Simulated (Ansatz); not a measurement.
# ZnO: how the free axis answers a strain

ZnO, P6_3mc, a = 3.235 Å, c = 5.212 Å. Ansatz: r2SCAN, PAW, 500 eV, Γ-centred 12×12×6 mesh on 4 atoms, Gaussian smearing 0.02 eV; no spin polarisation. Series: uniaxial strain along c, with a, b and atoms relaxed; x is the strain in per cent. y is the change of a in per cent of 3.235 Å.

```tsv
x (%)	y (%)
-6.0	?
-4.0	1.38
-2.0	0.68
0.0	0.00
2.0	-0.65
4.0	-1.28
```

Question: Fit y = c1 x + c2 x² to the other rows, say what c1 measures, and predict the missing y.

Answer: Least squares on the rows shown. y = −0.3325 x + 0.003162 x². So −c1 = 0.333 is Poisson's ratio for this pair of axes. At x = -6.0 the fit asked for gives 2.11 %. The run gave 2.10 %, so the fit is 0.01 % too high, a small miss on the scale of the series. The form still works here, 25 % of the fitted range beyond its end.